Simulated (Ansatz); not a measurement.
input.yaml

```yaml
crystal:
  lattice:
    - [7.1240575989, 0.0351167143, 0.0217723629]
    - [0.0351167143, 7.1369103164, -0.0332906452]
    - [0.0217723629, -0.0332906452, 7.1009508009]
  atoms:
    - { symbol: Na, position: [0.0, 0.0, 0.0] }
basis:
  ecutwfc: 420
kpoints:
  mp_grid: { grid: [6, 6, 6] }
hamiltonian:
  xc: pbesol
scf:
  occupations: { method: gaussian, width: 0.1 }
output:
  forces: true
  stress: true
  eigenvalues: true
  populations: true
```

It can be run as
```bash
ansatz run input.yaml --threads 1 --pin off --backend cpu --events-out ev --progress --plain --runs-dir out  # memory cap (--max-ram) not shown
```

Computed with Ansatz 0.2.0, DFT PBEsol, scalar-relativistic, plane waves, PAW.

From the run's log, abridged:

```
Pseudopotentials: kind: paw
Pseudopotential: Na, paw, valence charge 9, recommended cutoff 420 eV (normal)
Functional definition: PBEsol
Crystal: 1 atom, lattice volume = 361.019 Å³
Basis set: ecut = 420 eV, 7069 PW (Γ), exchange–correlation on 96×96×96 points (8 copies of the dense FFT grid, shifted against one another)
Bands: 9, of which v1, the nominal top of the filled ones, is band 5 counted from 1 (4 counted from 0)
Symmetry: 2 space group operations
Space group: P-1 (ITA 2), of the structure as read, at distance tolerance 7.1e-5 Å
k-points: 112 of 216
Initial density: superposition of atomic densities (neutral atoms: chi_scale 0, normalization atom), corrected by the library's trained network
Initial wavefunctions: pseudopotential atomic-orbital guess
Functional: x = pbesol(κ = 0.804, μ = 0.12345679), c = pbesol(β = 0.046)
SCF iter   1: F=—  HF=-1474.638463 eV  |F-HF|=—  |Δ(HF+E_count)|=         —  Δρ=7.22e-4  dr2=4.22e-3  ethr=1.77e-3  ⟨swp⟩=4.9  Hψ=6647  notcnv=0
SCF iter   2: F=—  HF=-1474.638596 eV  |F-HF|=—  |Δ(HF+E_count)|=   1.33e-4  Δρ=5.15e-4  dr2=1.50e-3  ethr=4.69e-5  ⟨swp⟩=2.0  Hψ=2791  notcnv=0
SCF iter   3: F=—  HF=-1474.639241 eV  |F-HF|=—  |Δ(HF+E_count)|=   6.45e-4  Δρ=3.69e-4  dr2=8.49e-4  ethr=1.67e-5  ⟨swp⟩=2.0  Hψ=1523  notcnv=0
SCF iter   4: F=—  HF=-1474.639589 eV  |F-HF|=—  |Δ(HF+E_count)|=   3.48e-4  Δρ=4.66e-5  dr2=3.72e-5  ethr=9.43e-6  ⟨swp⟩=2.0  Hψ=1424  notcnv=0
SCF iter   5: F=—  HF=-1474.639680 eV  |F-HF|=—  |Δ(HF+E_count)|=   9.18e-5  Δρ=1.20e-5  dr2=1.25e-6  ethr=4.14e-7  ⟨swp⟩=2.0  Hψ=1116  notcnv=0
SCF iter   6: F=-1474.639690 eV  HF=-1474.639690 eV  |F-HF|=9.15e-8  |Δ(HF+E_count)|=   9.28e-6  Δρ=2.23e-6  dr2=1.74e-8  ethr=1.11e-9  ⟨swp⟩=4.8  Hψ=5951  notcnv=0
SCF 1 converged in 6 iterations: F = -1474.639690 eV  dr2 = 1.74e-8
SCF converged after 6 iterations
Free energy (F): -1474.639690 eV
Harris-Foulkes:  -1474.639690 eV  (|F-HF|=9.15e-8)
Internal energy: -1474.618227 eV  (E = F + TS)
E sigma→0 (E₀):  -1474.628958 eV
Entropy (-TS):   -0.021463 eV (-21.463 meV/atom)
Fermi energy:    -2.179705 eV
--- Per-component energies (eV) ---
  E_band       = -284.265776
  E_kinetic    = 119.218973
  E_local      = -1941.917497  (includes V_loc(G=0)·N_el)
  E_nonlocal   = 115.678596
  E_hartree    = 754.308181
  E_xc         = -36.038224
  E_vxc        = -46.541928  (∫ρ·V_xc dr)
  E_paw        = -253.539881  (= ΣΔE_a)
  E_vpaw       = -39.318764  (= ΣTr[D̂ρ^β])
  E_aug_tail   = -0.000025  (compensation charges beyond the density's cutoff)
  E_ewald      = -232.383044
  E_core_change = 0.054694  (= ΣΔE_core)
  E_smearing   = -0.021463  (= −TS)
--- Forces (eV/Å), atoms counted from 1 ---
  atom   1  Na     0.00000000     0.00000000     0.00000000
--- Stress (GPa, compression-positive) ---
       -0.123425      -0.000940      -0.000596
       -0.000940      -0.121054       0.000904
       -0.000596       0.000904      -0.127828
  P = ⅓ Tr σ = -0.1241 GPa (-1.241 kbar)
--- Band table (eV; the first three rows and the last of 112) ---
  k-point 0: bands = ["-56.1883", "-28.2650", "-28.2649", "-28.2648", "-2.5526", "0.4796", "0.4913", "0.5049", "0.8077"]
  k-point 1: bands = ["-56.1883", "-28.2650", "-28.2649", "-28.2648", "-2.4971", "-0.1027", "0.5317", "0.5427", "0.9967"]
  k-point 2: bands = ["-56.1883", "-28.2650", "-28.2649", "-28.2648", "-2.3608", "-0.6930", "0.6560", "0.6670", "1.2097"]
  k-point 111: bands = ["-56.1883", "-28.2650", "-28.2649", "-28.2648", "-1.7716", "-0.2925", "-0.2860", "-0.2633", "0.8782"]
--- Löwdin populations: 1 site ---
  site symbol q [e]
     0     Na      8.9814
  spilling = 0.002072 (of n_electrons = 9.000000)
```

The run converged.